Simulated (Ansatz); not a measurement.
# Ga (C2/c) in Ansatz: a series of runs

The runs below take Ga through band structure, with revPBE, BLYP, r2SCAN.

All numbers are computed with Ansatz 0.2.0; they aren't measurements. Logs are shortened: lines on timing, memory, paths and dates and some standing lists are left out, and cuts for length are marked.

### Step 1. The structure

It takes space group C2/c (No. 15, monoclinic). The conventional cell has a = 2.766 Å, b = 8.053 Å, c = 3.332 Å, α = 90.00°, β = 92.02°, γ = 90.00°. Ga (site symmetry 2) has 8 Ga at 2.69 to 2.92 Å as nearest neighbours.

This isn't the form of Ga at room conditions, which is orthorhombic.

### Step 2. Band structure, revPBE

Contents of input.yaml:

```yaml
crystal:
  lattice:
    - [1.383, -4.0265, 0.0]
    - [1.383, 4.0265, 0.0]
    - [-0.1174474948, 0.0, 3.3299294416]
  atoms:
    - { symbol: Ga, position: [0.131, 0.869, 0.75] }
    - { symbol: Ga, position: [0.869, 0.131, 0.25] }
hamiltonian:
  xc: revpbe
  pseudopotentials: { kind: paw }
kpoints:
  mp_grid: { grid: [10, 10, 8] }
  band_path:
    path:
      - [[0.0, 0.0, 0.0], [-0.2794936799, -0.2794936799, 0.0025046701], [-0.2865069778, -0.2865069778, 0.4818696886], [-0.2724803819, -0.2724803819, 0.5231396517], [0.0, 0.0, 0.5], [-0.5, 0.5, 0.5], [-0.7134930222, 0.2865069778, 0.5181303114]]
      - [[-0.7275196181, 0.2724803819, 0.4768603483], [-0.7205063201, 0.2794936799, -0.0025046701], [-0.5, 0.5, 0.0], [0.0, 0.0, 0.0], [-0.5, 0.0, 0.0]]
      - [[-0.5, 0.0, 0.5], [0.0, 0.0, 0.0]]
    npoints: 14
scf:
  occupations: { method: fermi_dirac, width: 0.05 }
  n_extra_bands: 6
output:
  forces: true
  stress: true
  eigenvalues: true
  fatbands: true
```

Potentials or basis: Ansatz PAW.

On the command line:

```
ansatz run input.yaml --threads 2 --pin off --max-ram 5632MiB --backend cpu --events-out ev --progress --plain --runs-dir out
```

The program printed:

```text
Warning: RAYON_NUM_THREADS=2 ignored (pool sized by the plan → 2); use --threads N
scf.n_extra_bands = 6 over 13 filled bands (N_el = 26.0): the run solves 19 bands
Engine: ansatz 0.2.0, aarch64-unknown-linux-gnu
Pseudopotentials: kind: paw
Pseudopotential: Ga, paw, valence charge 13, recommended cutoff 420 eV (normal), Ga.paw.azcp
Functional definition: revPBE
  parameter kappa = 1.245
  parameter beta = 0.06672455060314922
  exchange = pbe_x(kappa = kappa, mu = beta*pi^2/3)
  correlation = pbe_c(beta = beta)
Crystal: 2 atoms, lattice volume = 37.086 Å³
Basis set: ecut = 420 eV, 721 PW (Γ), exchange–correlation on 60×60×48 points (8 copies of the dense FFT grid, shifted against one another)
Bands: 19, of which v1, the nominal top of the filled ones, is band 13 counted from 1 (12 counted from 0)
Symmetry: 4 space group operations
Space group: C2/c (ITA 15), of the structure as read, at distance tolerance 3.3e-5 Å
k-points: 227 of 800
Non-local potential: Ga, projectors of the file, l = 0: 2, l = 1: 2, l = 2: 3, l = 3: 1
PAW form: soft (Blöchl's): semilocal exchange-correlation on the pseudo side does not see the compensation charge
PAW frozen core: Ga, regenerated for the run's functional, and the local potential with it (the file was generated under x = pbe(κ = 0.804, μ = 0.2195149727645171), c = pbe(β = 0.06672455060314922))
PAW one-centre angular grid: Ga, 590 points (default); XC on 64 Gauss nodes
Initial density: superposition of atomic densities (neutral atoms: chi_scale 0, normalization atom), corrected by the library's trained network
Initial wavefunctions: pseudopotential atomic-orbital guess
Functional: x = revpbe(κ = 1.245, μ = 0.2195149727645171), c = pbe(β = 0.06672455060314922)
SCF iter   1: F=—  HF=-7573.938355 eV  |F-HF|=—  |Δ(HF+E_count)|=         —  Δρ=3.37e-3  dr2=1.79e-3  ethr=1.77e-3  ⟨swp⟩=5.6  Hψ=21151  notcnv=0  defer=72
preconditioner: auto → Kerker (q_TF=auto, 2.571 Å⁻¹)  [metal: Δε(μ)=0.008 eV  Ē_g=19.089 eV  σ=0.050 eV  W_gap=0.04  n_scr=12 (ndim 8)  ℏωp=31.1 eV  f_vac=0.000  D(μ)=0.70/eV (n_scr^D=2)]
SCF iter   2: F=—  HF=-7573.937587 eV  |F-HF|=—  |Δ(HF+E_count)|=   7.67e-4  Δρ=1.06e-3  dr2=5.37e-4  ethr=6.88e-6  ⟨swp⟩=2.0  Hψ=8595  notcnv=0  defer=109
SCF iter   3: F=—  HF=-7573.937474 eV  |F-HF|=—  |Δ(HF+E_count)|=   1.13e-4  Δρ=8.70e-4  dr2=2.80e-4  ethr=2.07e-6  ⟨swp⟩=2.0  Hψ=6316  notcnv=0  defer=109
SCF iter   4: F=—  HF=-7573.937467 eV  |F-HF|=—  |Δ(HF+E_count)|=   6.85e-6  Δρ=2.94e-4  dr2=3.52e-5  ethr=1.08e-6  ⟨swp⟩=1.3  Hψ=4136  notcnv=0  defer=109
SCF iter   5: F=—  HF=-7573.937459 eV  |F-HF|=—  |Δ(HF+E_count)|=   7.82e-6  Δρ=5.09e-5  dr2=1.13e-6  ethr=1.35e-7  ⟨swp⟩=3.0  Hψ=7052  notcnv=0  defer=109
SCF iter   6: F=-7573.937459 eV  HF=-7573.937459 eV  |F-HF|=5.87e-8  |Δ(HF+E_count)|=   2.67e-7  Δρ=1.35e-5  dr2=6.35e-8  ethr=3.85e-10  ⟨swp⟩=5.5  Hψ=21040  notcnv=0
SCF 1 converged in 6 iterations: F = -7573.937459 eV  dr2 = 6.35e-8
NSCF: frozen V_eff on 157 k-points
SCF converged after 6 iterations
Free energy (F): -7573.937459 eV
Harris-Foulkes:  -7573.937459 eV  (|F-HF|=5.87e-8)
Internal energy: -7573.931813 eV  (E = F + TS)
E sigma→0 (E₀):  -7573.934636 eV
Entropy (-TS):   -0.005647 eV (-2.823 meV/atom)
Fermi energy:    9.993004 eV
--- Per-component energies (eV) ---
  E_band       = -65.311402
  E_kinetic    = 229.804885
  E_local      = -3586.408851  (includes V_loc(G=0)·N_el)
  E_nonlocal   = 844.810346
  E_hartree    = 1687.054623
  E_xc         = -138.854063
  E_vxc        = -116.177624  (∫ρ·V_xc dr)
  E_paw        = -3979.962297  (= ΣΔE_a)
  E_vpaw       = -811.439979  (= ΣTr[D̂ρ^β])
  E_aug_tail   = -0.000222  (compensation charges beyond the density's cutoff)
  E_ewald      = -2630.197496
  E_core_change = -0.178738  (= ΣΔE_core)
  E_smearing   = -0.005647  (= −TS)
  E_closure    = -0.000000  (closes the sum)
  Σ components = -7573.937459   (vs F -7573.937459, Δ=0.00e0)
--- Forces (eV/Å), atoms counted from 1 ---
  atom   1  Ga    -0.00000000    -0.20744000     0.00000000
  atom   2  Ga     0.00000000     0.20744000    -0.00000000
  max |Σ_I F_I| component: 0.00e0 eV/Å
--- Stress (GPa, compression-positive) ---
        3.816365       0.000000       0.450999
        0.000000       3.365187      -0.000000
        0.450999      -0.000000       1.982979
  P = ⅓ Tr σ = 3.0548 GPa (30.548 kbar)
--- Band table (eV; the first three rows and the last of 227) ---
  k-point 0: bands = ["-5.1533", "-5.1448", "-5.1080", "-5.0843", "-4.8108", "-4.8094", "-4.7810", "-4.7785", "-4.7643", "-4.6280", "-1.2318", "7.8916", "8.4055", "11.6303", "15.3853", "19.7031", "20.2172", "20.4277", "20.7350"]
  k-point 1: bands = ["-5.1638", "-5.1195", "-5.1076", "-5.0610", "-4.8398", "-4.8374", "-4.7691", "-4.7541", "-4.7531", "-4.6529", "-1.0169", "8.0091", "8.1432", "10.5019", "17.4751", "18.6973", "18.7600", "19.8908", "20.5714"]
  k-point 2: bands = ["-5.1691", "-5.1099", "-5.0619", "-5.0073", "-4.8756", "-4.8724", "-4.7892", "-4.7271", "-4.7241", "-4.7125", "-0.3692", "6.2503", "8.8855", "10.2873", "16.1134", "16.3327", "20.3998", "21.0211", "21.1659"]
  k-point 226: bands = ["-5.1047", "-5.1047", "-5.0254", "-5.0254", "-4.8289", "-4.8289", "-4.7960", "-4.7960", "-4.7773", "-4.7773", "4.0059", "4.0059", "5.5867", "5.5867", "20.8656", "20.8656", "21.8294", "21.8294", "23.8323"]
```

It took 6.7 s on 2 threads of Arm Neoverse V1, shared host; peak memory 0.4 GiB.

Results:

```
Free energy            : -7573.9375 eV
Pressure               : 3.1 GPa
Largest force          : 0.207 eV/Å
Band gap on the k mesh : none (metal or under the smearing width)
```

Forces in eV/Å, atoms in the order of the input:
```
Ga   0.000 -0.207  0.000
Ga   0.000  0.207  0.000
```

Stress tensor (GPa, compression positive):
```
3.82 0.00 0.45
0.00 3.37 0.00
0.45 0.00 1.98
```

Levels at the corners of the path, in eV from the Fermi level:
```
point  band 10  band 11  band 12  band 13  band 14  band 15  band 16  band 17
    Γ   -14.62   -11.22    -2.10    -1.59     1.64     5.39     9.71    10.22
    Y   -14.63    -5.53    -5.09    -3.83     4.18     4.60     6.38     7.77
    F   -14.65    -2.71    -2.55    -1.94    -1.49    -0.02     0.53     7.94
    H   -14.64    -2.55    -2.36    -2.02    -1.54     0.38     0.60     7.65
    Z   -14.69    -7.78    -7.78     1.69     1.69     2.46     2.46    11.69
    I   -14.77    -5.99    -5.99    -4.41    -4.41    10.87    10.87    11.84
   F1   -14.65    -2.71    -2.55    -1.94    -1.49    -0.02     0.53     7.94
   H1   -14.64    -2.55    -2.36    -2.02    -1.54     0.38     0.60     7.65
   Y1   -14.63    -5.53    -5.09    -3.83     4.18     4.60     6.38     7.77
    X   -14.68    -9.09    -8.60     4.00     4.58     5.83     6.05     7.57
    Γ   -14.62   -11.22    -2.10    -1.59     1.64     5.39     9.71    10.22
    N   -14.64    -6.04    -5.03    -1.35     0.03     5.80     6.62     8.45
    M   -14.64    -2.86    -2.83    -1.64    -1.49     1.75     2.30     4.29
    Γ   -14.62   -11.22    -2.10    -1.59     1.64     5.39     9.71    10.22
```

Caveat: the PAW data sets come from PBE, with cores solved anew for the run's functional, which leaves a small shift of forces and pressure.

### Step 3. Band structure, BLYP

Changes to input.yaml since step 2:

```diff
@@ -9,3 +9,3 @@
 hamiltonian:
-  xc: revpbe
+  xc: blyp
   pseudopotentials: { kind: paw }
@@ -26,2 +26,2 @@
   eigenvalues: true
-  fatbands: true
+  fatbands: false
```

Potentials or basis: Ansatz PAW.

On the command line:

```
ansatz run input.yaml --threads 2 --pin off --max-ram 5632MiB --backend cpu --events-out ev --progress --plain --runs-dir out
```

The program printed:

```text
Warning: RAYON_NUM_THREADS=2 ignored (pool sized by the plan → 2); use --threads N
scf.n_extra_bands = 6 over 13 filled bands (N_el = 26.0): the run solves 19 bands
[... 3 set-up lines as earlier in the session ...]
Functional definition: BLYP
  parameter beta = 0.0042
  parameter a = 0.04918
  parameter b = 0.132
  parameter c = 0.2533
  parameter d = 0.349
  exchange = b88_x(beta = beta)
  correlation = lyp_c(a = a, b = b, c = c, d = d)
Crystal: 2 atoms, lattice volume = 37.086 Å³
Basis set: ecut = 420 eV, 721 PW (Γ), exchange–correlation on 60×60×48 points (8 copies of the dense FFT grid, shifted against one another)
Bands: 19, of which v1, the nominal top of the filled ones, is band 13 counted from 1 (12 counted from 0)
[... 2 set-up lines as earlier in the session ...]
k-points: 227 of 800
[... 6 set-up lines as earlier in the session ...]
[... 12 lines left out ...]
NSCF: frozen V_eff on 157 k-points
SCF converged after 8 iterations
Free energy (F): -7585.482480 eV
Harris-Foulkes:  -7585.482480 eV  (|F-HF|=1.81e-8)
Internal energy: -7585.476005 eV  (E = F + TS)
E sigma→0 (E₀):  -7585.479243 eV
Entropy (-TS):   -0.006475 eV (-3.237 meV/atom)
Fermi energy:    10.342591 eV
--- Per-component energies (eV) ---
  E_band       = -59.173917
  E_kinetic    = 231.832852
  E_local      = -3580.377769  (includes V_loc(G=0)·N_el)
  E_nonlocal   = 834.428810
  E_hartree    = 1688.208865
  E_xc         = -137.687023
  E_vxc        = -114.451120  (∫ρ·V_xc dr)
  E_paw        = -3991.716270  (= ΣΔE_a)
  E_vpaw       = -807.015234  (= ΣTr[D̂ρ^β])
  E_aug_tail   = -0.000248  (compensation charges beyond the density's cutoff)
  E_ewald      = -2630.197496
  E_core_change = 0.032272  (= ΣΔE_core)
  E_smearing   = -0.006475  (= −TS)
  E_closure    = -0.000000  (closes the sum)
  Σ components = -7585.482480   (vs F -7585.482480, Δ=0.00e0)
--- Forces (eV/Å), atoms counted from 1 ---
  atom   1  Ga    -0.00000000    -0.16130948     0.00000000
  atom   2  Ga     0.00000000     0.16130948    -0.00000000
  max |Σ_I F_I| component: 0.00e0 eV/Å
--- Stress (GPa, compression-positive) ---
        7.483985       0.000000       0.325677
        0.000000       7.239762      -0.000000
        0.325677      -0.000000       6.606853
  P = ⅓ Tr σ = 7.1102 GPa (71.102 kbar)
--- Band table (eV; the first three rows and the last of 227) ---
  k-point 0: bands = ["-4.9479", "-4.9345", "-4.9020", "-4.8733", "-4.6041", "-4.6020", "-4.5734", "-4.5716", "-4.5573", "-4.4210", "-0.8722", "8.2999", "8.5283", "11.9373", "16.1372", "19.9136", "20.3426", "20.6212", "20.9312"]
  k-point 1: bands = ["-4.9573", "-4.9098", "-4.9015", "-4.8508", "-4.6328", "-4.6301", "-4.5621", "-4.5467", "-4.5460", "-4.4456", "-0.6589", "8.1163", "8.5507", "10.9619", "18.0812", "18.9313", "19.0891", "20.0958", "20.7595"]
  k-point 2: bands = ["-4.9618", "-4.9036", "-4.8534", "-4.7974", "-4.6685", "-4.6652", "-4.5821", "-4.5196", "-4.5168", "-4.5049", "-0.0166", "6.4649", "9.2905", "10.7147", "16.4812", "16.6356", "20.5802", "21.1788", "21.6993"]
  k-point 226: bands = ["-4.8989", "-4.8989", "-4.8158", "-4.8158", "-4.6217", "-4.6217", "-4.5893", "-4.5893", "-4.5699", "-4.5699", "4.2161", "4.2161", "6.1061", "6.1061", "21.0387", "21.0387", "21.9659", "21.9659", "24.4111"]
```

It took 7.2 s on 2 threads of Arm Neoverse V1, shared host; peak memory 0.4 GiB.

What came out:

```yaml
Free_energy: -7585.4825 eV
Pressure: 7.1 GPa
Largest_force: 0.161 eV/Å
Band_gap_on_the_k_mesh: none (metal or under the smearing width)
```

Forces on the atoms (eV/Å):
```
Ga   0.000 -0.161  0.000
Ga   0.000  0.161  0.000
```

Stress tensor (GPa, compression positive):
```
7.48 0.00 0.33
0.00 7.24 0.00
0.33 0.00 6.61
```

Levels at the corners of the path, in eV from the Fermi level:
```
point  band 9  band 10  band 11  band 12  band 13  band 14  band 15  band 16  band 17  band 18
    Γ  -14.90   -14.76   -11.21    -2.04    -1.81     1.59     5.79     9.57    10.00    10.28
    Y  -14.83   -14.77    -5.67    -5.11    -3.67     3.98     4.58     6.18     7.68     9.57
    F  -14.80   -14.79    -2.95    -2.74    -1.87    -1.45     0.12     0.64     7.95     8.17
    H  -14.79   -14.78    -2.75    -2.60    -1.95    -1.49     0.50     0.73     7.62     7.65
    Z  -14.83   -14.83    -7.80    -7.80     1.73     1.73     2.47     2.47    11.42    11.42
    I  -14.91   -14.91    -6.13    -6.13    -4.24    -4.24    10.70    10.70    11.62    11.62
   F1  -14.80   -14.79    -2.95    -2.74    -1.87    -1.45     0.12     0.64     7.95     8.17
   H1  -14.79   -14.78    -2.75    -2.60    -1.95    -1.49     0.50     0.73     7.62     7.65
   Y1  -14.83   -14.77    -5.67    -5.11    -3.67     3.98     4.58     6.18     7.68     9.57
    X  -14.87   -14.82    -9.10    -8.60     3.95     4.52     5.78     5.99     7.46    11.19
    Γ  -14.90   -14.76   -11.21    -2.04    -1.81     1.59     5.79     9.57    10.00    10.28
    N  -14.83   -14.78    -6.15    -4.95    -1.31    -0.03     5.62     6.41     8.39     9.19
    M  -14.78   -14.78    -3.01    -2.95    -1.59    -1.53     1.73     2.27     4.51     4.94
    Γ  -14.90   -14.76   -11.21    -2.04    -1.81     1.59     5.79     9.57    10.00    10.28
```

Caveat: the PAW data sets come from PBE, with cores solved anew for the run's functional, which leaves a small shift of forces and pressure.

### Step 4. Band structure, r2SCAN

Changes to input.yaml since step 3:

```diff
@@ -9,3 +9,3 @@
 hamiltonian:
-  xc: blyp
+  xc: r2scan
   pseudopotentials: { kind: paw }
@@ -27 +27,5 @@
   fatbands: false
+  write_density: true
+  write_potential: true
+  elf: true
+  volumetric_format: npy
```

On the command line:

```
ansatz run input.yaml --threads 2 --pin off --max-ram 5632MiB --backend cpu --events-out ev --progress --plain --runs-dir out
```

Run time: 15 s. Hardware: 2 threads of Arm Neoverse V1, shared host; peak memory 0.54 GiB.

It converged, with:

- Free energy: -7580.3670 eV
- Pressure: -1.4 GPa
- Largest force: 0.217 eV/Å
- Band gap on the k mesh: none (metal or under the smearing width)

Forces on the atoms (eV/Å):
```
Ga   0.000 -0.217  0.000
Ga   0.000  0.217  0.000
```

Stress tensor (GPa, compression positive):
```
-0.71  0.00  0.63
 0.00 -1.56  0.00
 0.63  0.00 -2.01
```

Levels at the corners of the path, in eV from the Fermi level:
```csv
point,band 9,band 10,band 11,band 12,band 13,band 14,band 15,band 16,band 17,band 18
Γ,-15.28,-15.14,-11.78,-2.30,-1.53,1.68,5.85,10.26,10.78,10.99
Y,-15.21,-15.15,-5.79,-5.35,-4.00,4.47,4.83,6.68,8.16,10.29
F,-15.18,-15.17,-2.78,-2.63,-2.13,-1.63,0.06,0.66,8.36,8.69
H,-15.17,-15.16,-2.64,-2.40,-2.19,-1.69,0.50,0.68,8.06,8.08
Z,-15.21,-15.21,-8.15,-8.15,1.71,1.71,2.73,2.73,12.33,12.33
I,-15.29,-15.29,-6.27,-6.27,-4.61,-4.61,11.46,11.46,12.54,12.54
F1,-15.18,-15.17,-2.78,-2.63,-2.13,-1.63,0.06,0.66,8.36,8.69
H1,-15.17,-15.16,-2.64,-2.40,-2.19,-1.69,0.50,0.68,8.06,8.08
Y1,-15.21,-15.15,-5.79,-5.35,-4.00,4.47,4.83,6.68,8.16,10.29
X,-15.25,-15.20,-9.57,-8.99,4.16,4.81,6.23,6.42,7.99,11.58
Γ,-15.28,-15.14,-11.78,-2.30,-1.53,1.68,5.85,10.26,10.78,10.99
N,-15.20,-15.16,-6.33,-5.26,-1.50,0.18,6.07,6.95,8.89,9.87
M,-15.16,-15.16,-3.02,-2.93,-1.75,-1.52,1.82,2.40,4.67,5.14
Γ,-15.28,-15.14,-11.78,-2.30,-1.53,1.68,5.85,10.26,10.78,10.99
```

Caveat: the PAW data sets come from PBE, with cores solved anew for the run's functional, which leaves a small shift of forces and pressure.

### Step 5. The runs side by side

```tsv
level	cutoff (eV)	gap on the mesh (eV)	pressure (GPa)	largest force (eV/Å)
revPBE	420	none	3.1	0.21
BLYP	420	none	7.1	0.16
r2SCAN	500	none	-1.4	0.22
```

Alike in all rows: task band structure; potentials or basis Ansatz PAW; no spin polarisation; cell as given; k mesh 10 × 10 × 8; smearing fermi-dirac 0.05 eV.

Every run on the cell as given and a fine mesh finds a metal. The pressure there spans -1.4 GPa (r2SCAN) to 7.1 GPa (BLYP); a positive pressure means that this level wants a larger cell, a negative one a smaller.

Caveats: the PAW data sets come from PBE, with cores solved anew for the run's functional, which leaves a small shift of forces and pressure.

Absolute energies hang on the potentials; compare differences alone.
